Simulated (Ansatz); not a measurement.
Method: DFT PBE, scalar-relativistic, plane waves, PAW (Ansatz). Settings: cutoff 420 eV, Γ-centred meshes spaced at most about 0.3 Å⁻¹, and about 0.25 Å⁻¹ or finer for metals (2π included), Gaussian smearing. No spin polarisation.

Energies over the elements count from the elements' standard structures at the same level, with no fitted energy shifts.

These are static total energies at zero pressure. Only the structures computed here compete, so a lower one can exist. The cell is a metal run without spin; a magnetic state may lie lower. The reference form of S is held partly by dispersion forces, which this level lacks.

A search for Ca3S gave 4 distinct relaxed structures. Coordination counts Ca atoms around S (those within 1.25 times the shortest such distance or 1.15 times the sum of covalent radii; the shortest distance is added where it is long for a bond). Cells relaxed within their symmetry can be saddle points.

Question: What is the best candidate for Ca3S?

Answer: The one with space group P-6m2 (No. 187), reached from: Tl3Bi type (P-6m2). It has a = 3.922 Å, c = 9.968 Å, 33.2 Å³/atom, no gap on the mesh. Ca on a site of symmetry -6m2 is surrounded by 12 Ca at 3.92–3.94 Å; Ca on a site of symmetry 3m is surrounded by 3 S at 2.87 Å, 1 Ca at 3.52 Å and 9 Ca at 3.92–3.94 Å; S is surrounded by 6 Ca at 2.87 Å. Its energy over the elements is −0.96 eV/atom. Whether it is stable depends on the other phases of the system, which aren't compared here. An observed structure of this formula, if there is one, may be missing.

```cif
data_structure
_symmetry_space_group_name_H-M 'P-6m2'
_symmetry_Int_Tables_number 187
_cell_length_a 3.9220
_cell_length_b 3.9220
_cell_length_c 9.9677
_cell_angle_alpha 90.000
_cell_angle_beta 90.000
_cell_angle_gamma 120.000
_cell_volume 132.78
loop_
_atom_site_label
_atom_site_type_symbol
_atom_site_symmetry_multiplicity
_atom_site_Wyckoff_symbol
_atom_site_fract_x
_atom_site_fract_y
_atom_site_fract_z
_atom_site_occupancy
Ca1 Ca 1 f 0.66667 0.33333 0.50000 1
Ca2 Ca 2 h 0.33333 0.66667 0.17661 1
S1 S 1 e 0.66667 0.33333 0.00000 1
```

Question: How much higher is the Pm-3m structure with 42.8 Å³/atom and coordination S 6 (reached from: anti-ReO3 type (Pm-3m))?

Answer: 0.36 eV/atom. It has the anti-ReO3 type. It has no gap on its mesh.

Question: How much higher is the Pm-3m structure with 30.7 Å³/atom and coordination S 12 from 3.5 Å (reached from: Cu3Au (L1_2) type (Pm-3m))?

Answer: 0.62 eV/atom. It has no gap on its mesh.
